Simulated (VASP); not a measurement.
# MgF2 (P4_2/mnm) in VASP: notebook

The runs below take MgF2 through single point, with PBEsol, r2SCAN.

All numbers are computed with VASP 6.6.1; they aren't measurements. Logs are shortened: lines on timing, memory, paths and dates and some standing lists are left out, and cuts for length are marked.

## Step 1: The crystal as given

It takes space group P4_2/mnm (No. 136, tetragonal). The conventional cell has a = 4.624 Å, b = 4.624 Å, c = 3.053 Å, α = 90.00°, β = 90.00°, γ = 90.00°. Mg (site symmetry mmm) is surrounded by 6 F at 1.98 to 2.00 Å. F (site symmetry m2m) is surrounded by 3 Mg at 1.98 to 2.00 Å.

The cell comes from a database or a generator and needn't be the stable form of this composition.

## Step 2: Single point, PBEsol

Contents of INCAR:

```
SYSTEM = MgF2
PREC     = Accurate       ! precision mode
ENCUT    = 700            ! plane-wave cutoff, eV
EDIFF    = 1E-6           ! SCF threshold, eV
ISMEAR   = 0              ! smearing method
SIGMA    = 0.02           ! smearing width, eV
LREAL    = .False.        ! projectors in reciprocal space
LASPH    = .True.         ! aspherical terms in the spheres
NELM     = 100            ! most SCF steps
ALGO     = Fast           ! electronic algorithm
ISIF     = 2              ! what is computed and relaxed
LWAVE    = .False.        ! write WAVECAR
LCHARG   = .False.        ! write CHGCAR
GGA      = PS             ! functional
```

Contents of KPOINTS:

```
regular mesh
0
Gamma
  6 6 8
  0 0 0
```

Contents of POSCAR:

```
MgF2
1.0
    4.6238000000      0.0000000000      0.0000000000
    0.0000000000      4.6238000000      0.0000000000
    0.0000000000      0.0000000000      3.0533400000
Mg F
2 4
Direct
    0.5000000000      0.5000000000      0.5000000000
    0.0000000000      0.0000000000      0.0000000000
    0.6967800000      0.6967800000      0.0000000000
    0.8032200000      0.1967800000      0.5000000000
    0.3032200000      0.3032200000      1.0000000000
    0.1967800000      0.8032200000      0.5000000000
```

Potentials or basis: VASP PAW PBE potentials, release 64 (Mg, F).

The run is started by

```
cat potpaw_PBE.64/Mg/POTCAR potpaw_PBE.64/F/POTCAR > POTCAR
mpirun -np 1 vasp_std > vasp.out
```

OUTCAR:

```text
SYSTEM = MgF2
   PREC = Accurate
   ENCUT = 700
   EDIFF = 1E-6
   ISMEAR = 0
   LREAL = .False.
   LASPH = .True.
   NELM = 100
   ISIF = 2
   GGA = PS

 ion  position               nearest neighbor table
   1  0.500  0.500  0.500-   4 1.98   6 1.98   5 2.00   3 2.00   3 2.00   5 2.00   2 3.61   2 3.61
                             2 3.61   2 3.61   2 3.61   2 3.61   2 3.61   2 3.61
   2  0.000  0.000  0.000-   3 1.98   5 1.98   4 2.00   6 2.00   4 2.00   6 2.00   1 3.61   1 3.61
                             1 3.61   1 3.61   1 3.61   1 3.61   1 3.61   1 3.61
   3  0.697  0.697  0.000-   2 1.98   1 2.00   1 2.00
   4  0.803  0.197  0.500-   1 1.98   2 2.00   2 2.00
   5  0.303  0.303  0.000-   2 1.98   1 2.00   1 2.00
   6  0.197  0.803  0.500-   1 1.98   2 2.00   2 2.00

  LATTYP: Found a simple tetragonal cell.
 ALAT       =     4.6238000000
 C/A-ratio  =     0.6603529564

  Lattice vectors:

 A1 = (   4.6238000000,   0.0000000000,   0.0000000000)
 A2 = (   0.0000000000,   4.6238000000,   0.0000000000)
 A3 = (   0.0000000000,   0.0000000000,   3.0533400000)

Analysis of symmetry for initial positions (statically):
=====================================================================
 Subroutine PRICEL returns:
 Original cell was already a primitive cell.

 Routine SETGRP: Setting up the symmetry group for a
 simple tetragonal supercell.

 Subroutine GETGRP returns: Found 16 space group operations
 (whereof  8 operations were pure point group operations)
 out of a pool of 16 trial point group operations.

The static configuration has the point symmetry D_2h.
 The point group associated with its full space group is D_4h.

Analysis of symmetry for dynamics (positions and initial velocities):
=====================================================================
 Subroutine PRICEL returns:
 Original cell was already a primitive cell.

 Routine SETGRP: Setting up the symmetry group for a
 simple tetragonal supercell.

 Subroutine GETGRP returns: Found 16 space group operations
 (whereof  8 operations were pure point group operations)
 out of a pool of 16 trial point group operations.

The dynamic configuration has the point symmetry D_2h.
 The point group associated with its full space group is D_4h.

 Subroutine INISYM returns: Found 16 space group operations
 (whereof  8 operations are pure point group operations),
 and found     1 'primitive' translations

----------------------------------------------------------------------------------------

                                     Primitive cell

  volume of cell :      65.2790

  direct lattice vectors                    reciprocal lattice vectors
     4.623800000  0.000000000  0.000000000     0.216272330  0.000000000  0.000000000
     0.000000000  4.623800000  0.000000000     0.000000000  0.216272330  0.000000000
     0.000000000  0.000000000  3.053340000     0.000000000  0.000000000  0.327510202

  length of vectors
     4.623800000  4.623800000  3.053340000     0.216272330  0.216272330  0.327510202

  position of ions in fractional coordinates (direct lattice)
     0.500000000  0.500000000  0.500000000
     0.000000000  0.000000000  0.000000000
     0.696780000  0.696780000  0.000000000
     0.803220000  0.196780000  0.500000000
     0.303220000  0.303220000  0.000000000
     0.196780000  0.803220000  0.500000000

  ion indices of the primitive-cell ions
   primitive index   ion index
                 1           1
                 2           2
                 3           3
                 4           4
                 5           5
                 6           6

----------------------------------------------------------------------------------------

 KPOINTS: regular mesh

Automatic generation of k-mesh.
 Grid dimensions read from file:
 generate k-points for:    6    6    8

 Generating k-lattice:

  Cartesian coordinates                     Fractional coordinates (reciprocal lattice)
     0.036045388  0.000000000  0.000000000     0.166666667  0.000000000  0.000000000
     0.000000000  0.036045388  0.000000000     0.000000000  0.166666667  0.000000000
     0.000000000  0.000000000  0.040938775     0.000000000  0.000000000  0.125000000

  Length of vectors
     0.036045388  0.036045388  0.040938775

  Shift w.r.t. Gamma in fractional coordinates (k-lattice)
     0.000000000  0.000000000  0.000000000

 Subroutine IBZKPT returns following result:
 ===========================================

 Found     50 irreducible k-points:

 Following reciprocal coordinates:
            Coordinates               Weight
  0.000000  0.000000  0.000000      1.000000
  0.166667  0.000000  0.000000      4.000000
  0.333333  0.000000  0.000000      4.000000
  0.500000  0.000000  0.000000      2.000000
  0.166667  0.166667  0.000000      4.000000
  0.333333  0.166667  0.000000      8.000000
[... 16 lines left out ...]
  0.333333  0.000000  0.250000      8.000000
  0.500000  0.000000  0.250000      4.000000
 [... further k-points ...]
   k-points           NKPTS =     50   k-points in BZ     NKDIM =     50   number of bands    NBANDS=     20
   number of dos      NEDOS =    301   number of ions     NIONS =      6
   total plane-waves  NPLWV =  44800
   dimension x,y,z NGX =    40 NGY =   40 NGZ =   28
   dimension x,y,z NGXF=    80 NGYF=   80 NGZF=   56
   ions per type =               2   4
   NGX,Y,Z   is equivalent  to a cutoff of  14.38, 14.38, 15.25 a.u.
   NGXF,Y,Z  is equivalent  to a cutoff of  28.76, 28.76, 30.49 a.u.
 SYSTEM =  MgF2
   PREC   = accura    normal or accurate (medium, high low for compatibility)
   ISTART =      0    job   : 0-new  1-cont  2-samecut
   ICHARG =      2    charge: 1-file 2-atom 10-const
   ISPIN  =      1    spin polarized calculation?
   LNONCOLLINEAR =      F non collinear calculations
   LSORBIT =      F    spin-orbit coupling
   LASPH  =      T    aspherical Exc in radial PAW
   ENCUT  =  700.0 eV  51.45 Ry    7.17 a.u.   9.97  9.97  6.59*2*pi/ulx,y,z
   NELM   =    100;   NELMIN=  2; NELMDL= -5     # of ELM steps
   EDIFF  = 0.1E-05   stopping-criterion for ELM
   LREAL  =      F    real-space projection
   EDIFFG = 0.1E-04   stopping-criterion for IOM
   NSW    =      0    number of steps for IOM
   IBRION =     -1    ionic relax: 0-MD 1-quasi-New 2-CG
   NFREE  =      0    steps in history (QN), initial steepest desc. (CG)
   ISIF   =      2    stress and relaxation
   ISYM   =      2    0-nonsym 1-usesym 2-fastsym
   POTIM  = 0.5000    time-step for ionic-motion
   TEBEG  =    0.0;   TEEND  =   0.0 temperature during run
   PSTRESS=    0.0 pullay stress
   NELECT =      32.0000    total number of electrons
   NUPDOWN=      -1.0000    fix difference up-down
   EMIN   =  10.00;   EMAX   =-10.00  energy-range for DOS
   EFERMI =   0.00;   METHOD = LEGACY
   ISMEAR =     0;   SIGMA  =   0.02  broadening in eV -4-tet -1-fermi 0-gaus
   EFERMI_NEDOS =   21; number of points for ismear=-14 and -15
   IALGO  =     68    algorithm
   IMIX   =      4    mixing-type and parameters
     AMIX     =   0.40;   BMIX     =  1.00
     AMIX_MAG =   1.60;   BMIX_MAG =  1.00
  volume/ion in A,a.u.               =      10.88        73.42
  Fermi-wavevector in a.u.,A,eV,Ry     =   1.290824  2.439304 22.670394  1.666227
  Thomas-Fermi vector in A             =   2.422632
   LORBIT       =      0    0 simple, 1 ext, 2 COOP (PROOUT), +10 PAW based schemes
   GGA     = PS    functional components
   LHFCALC =     F    Hartree Fock is set to
   AEXX    =    0.0000 exact exchange contribution
   IVDW    =     0    specifies the selected vdW correction
   LEPSILON=     F    determine dielectric tensor
   LRPA    =     F    only Hartree local field effects (RPA)
 non-spin polarized calculation
 RMM-DIIS sequential band-by-band and
 Gauss-broadening in eV      SIGMA  =   0.02
  energy-cutoff  :      700.00
  volume of cell :       65.28
 maximum number of plane-waves:      2768
 NGX is ok and might be reduce to    40
   NGX = 19   NGY = 19   NGZ = 13

 number of electron      32.0000008 magnetization

 Free energy of the ion-electron system (eV)
  ---------------------------------------------------
  ext. energy  EPLUGINS =         0.00000000
  ---------------------------------------------------
  free energy    TOTEN  =       -32.61958110 eV

  energy without entropy =      -32.61958110  energy(sigma->0) =      -32.61958110

 E-fermi :  -1.2279     XC(G=0):  -9.9903

 val. band max:       -1.3094101841   @ k =   0.0000   0.0000   0.0000
 cond. band min:       5.6189831294   @ k =   0.0000   0.0000   0.0000
 fundamental gap:      6.9283933135
 Fermi energy:        -1.2279380346

 k-point     1 :       0.0000    0.0000    0.0000
  band No.  band energies     occupation
      1     -21.9568      2.00000
      2     -21.1317      2.00000
      3     -21.1317      2.00000
      4     -21.0402      2.00000
      5      -5.4395      2.00000
      6      -3.8483      2.00000
[... 12 lines left out ...]
     19      10.7366      0.00000
     20      12.9410      0.00000

 k-point     2 :       0.1667    0.0000    0.0000
  band No.  band energies     occupation
      1     -21.9111      2.00000
      2     -21.2222      2.00000
      3     -21.1191      2.00000
      4     -21.0145      2.00000
      5      -5.3355      2.00000
      6      -3.8107      2.00000
[... 12 lines left out ...]
     19      10.9149      0.00000
     20      12.4129      0.00000

 k-point     3 :       0.3333    0.0000    0.0000
  band No.  band energies     occupation
      1     -21.7832      2.00000
      2     -21.3973      2.00000
      3     -21.0856      2.00000
      4     -21.0138      2.00000
      5      -5.0601      2.00000
      6      -4.2479      2.00000
[... 12 lines left out ...]
     19      11.4000      0.00000
     20      12.3473      0.00000

 k-point     4 :       0.5000    0.0000    0.0000
  band No.  band energies     occupation
      1     -21.5989      2.00000
      2     -21.5989      2.00000
      3     -21.0442      2.00000
      4     -21.0442      2.00000
      5      -4.6833      2.00000
      6      -4.6833      2.00000
[... 12 lines left out ...]
     19      11.9939      0.00000
     20      11.9939      0.00000

 k-point     5 :       0.1667    0.1667    0.0000
  band No.  band energies     occupation
      1     -21.8677      2.00000
      2     -21.2508      2.00000
      3     -21.1458      2.00000
      4     -21.0089      2.00000
      5      -5.2383      2.00000
      6      -3.9116      2.00000
[... 12 lines left out ...]
     19      10.4549      0.00000
     20      12.4005      0.00000
[... 353 lines left out ...]
      6      -3.7120      2.00000
[... 12 lines left out ...]
     19      11.9743      0.00000
     20      12.5509      0.00000

 k-point    22 :       0.1667    0.0000    0.2500
  band No.  band energies     occupation
      1     -21.7134      2.00000
      2     -21.1801      2.00000
      3     -21.0854      2.00000
      4     -21.0486      2.00000
      5      -4.9885      2.00000
      6      -3.8501      2.00000
[... 12 lines left out ...]
     19      12.1332      0.00000
     20      12.6748      0.00000

 k-point    23 :       0.3333    0.0000    0.2500
  band No.  band energies     occupation
      1     -21.6115      2.00000
      2     -21.3122      2.00000
      3     -21.0696      2.00000
      4     -21.0399      2.00000
      5      -4.7647      2.00000
      6      -4.1220      2.00000
[... 12 lines left out ...]
     19      12.5831      0.00000
     20      13.0096      0.00000

 k-point    24 :       0.5000    0.0000    0.2500
  band No.  band energies     occupation
      1     -21.4670      2.00000
      2     -21.4670      2.00000
      3     -21.0511      2.00000
      4     -21.0511      2.00000
      5      -4.4530      2.00000
      6      -4.4530      2.00000
[... 12 lines left out ...]
     19      13.0603      0.00000
     20      13.0616      0.00000

 [... further k-points ...]

------------------------ aborting loop because EDIFF is reached ----------------------------------------

  FORCE on cell =-STRESS in cart. coord.  units (eV):
  Direction    XX          YY          ZZ          XY          YZ          ZX
  --------------------------------------------------------------------------------------
  -------------------------------------------------------------------------------------
  Total       -0.0312709     -0.0312709     -0.0241088      0.0000000      0.0000000      0.0000000
  in kB       -0.7674978     -0.7674978     -0.5917159      0.0000000      0.0000000      0.0000000
  external PRESSURE =      -0.7089038 kB  Pullay stress =       0.0000000 kB

 VOLUME and BASIS-vectors are now :
 -----------------------------------------------------------------------------
  energy-cutoff  :      700.00
  volume of cell :       65.28
      direct lattice vectors                 reciprocal lattice vectors
     4.623800000  0.000000000  0.000000000     0.216272330  0.000000000  0.000000000
     0.000000000  4.623800000  0.000000000     0.000000000  0.216272330  0.000000000
     0.000000000  0.000000000  3.053340000     0.000000000  0.000000000  0.327510202

 POSITION                                       TOTAL-FORCE (eV/Angst)
 -----------------------------------------------------------------------------------
      2.31190      2.31190      1.52667        -0.000000     -0.000000      0.000000
      0.00000      0.00000      0.00000        -0.000000     -0.000000      0.000000
      3.22177      3.22177      0.00000         0.000106      0.000106      0.000000
      3.71393      0.90987      1.52667        -0.000106      0.000106      0.000000
      1.40203      1.40203      0.00000        -0.000106     -0.000106     -0.000000
      0.90987      3.71393      1.52667         0.000106     -0.000106      0.000000
 -----------------------------------------------------------------------------------
    total drift:                                0.000000     -0.000000      0.000000

  FREE ENERGIE OF THE ION-ELECTRON SYSTEM (eV)
  ---------------------------------------------------
  free  energy   TOTEN  =       -32.6195811010 eV

  energy  without entropy=      -32.6195811010  energy(sigma->0) =      -32.61958110
```

It took 46 s on 1 thread of Intel Xeon 6975P-C (Granite Rapids), shared host; peak memory 0.25 GiB.

What came out:

```
Free energy            : -32.6196 eV
Pressure               : -0.1 GPa
Band gap on the k mesh : 6.93 eV, direct
```

Levels at points of the mesh, in eV from the valence-band top:
```tsv
k point	band 13	band 14	band 15	band 16	band 17	band 18	band 19	band 20
(0.00, 0.00, 0.00)	-0.74	-0.32	-0.32	0.00	6.93	12.05	12.05	14.25
(0.50, 0.00, 0.00)	-0.99	-0.99	-0.38	-0.38	9.34	9.34	13.30	13.30
(0.50, 0.50, 0.00)	-0.96	-0.96	-0.78	-0.78	11.07	11.07	11.12	11.12
(0.00, 0.00, 0.50)	-1.17	-1.17	-0.87	-0.87	11.67	11.67	14.74	14.74
(0.50, 0.00, 0.50)	-0.74	-0.74	-0.67	-0.67	12.56	12.56	13.30	13.30
(0.50, 0.50, 0.50)	-0.61	-0.61	-0.49	-0.49	13.12	13.12	13.15	13.15
```

Caveat: the PAW data sets were made with another functional, which shifts forces and pressure a little. PBEsol gaps usually lie below the measured ones, often by a third to a half.

(Continued in part 2 of 3.)
